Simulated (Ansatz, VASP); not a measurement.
# Two plane-wave programs on Ge

```
CELL_PARAMETERS angstrom
0.00000 2.80949 2.80949
2.80949 0.00000 2.80949
2.80949 2.80949 0.00000
ATOMIC_POSITIONS crystal
Ge 0.00000 0.00000 0.00000
Ge 0.25000 0.25000 0.25000
```

Change from the starting cell: strained cell.

Alike in both runs: functional PBEsol; k mesh 12 × 12 × 12; occupations gaussian, width 0.1 eV; no spin polarisation.

Ansatz relaxed the structure, and its values are those at the end. VASP's run is a single point on that final structure, the one shown.

```csv
,VASP,Ansatz
version,VASP 6.6.1,Ansatz 0.2.0
potentials or method,"VASP PAW PBE potentials, release 64 (Ge_d)","scalar-relativistic, plane waves, PAW"
plane-wave cutoff (eV),520,600
valence electrons in the cell,28,28
```

```tsv
	VASP	Ansatz	Ansatz less VASP
gap on the k mesh at the Fermi level (eV)	0.18	0.17	-0.012
least direct gap on the mesh (eV)	0.18	0.17	-0.012
pressure (GPa)	1.7	2.2	+0.45
```

The functional is the same, so the differences come from potentials, cutoffs and numerics. Ansatz warned: «stress_scf_threshold_loose».

Caveats: the PAW data sets were made with another functional, which shifts forces and pressure a little (VASP).
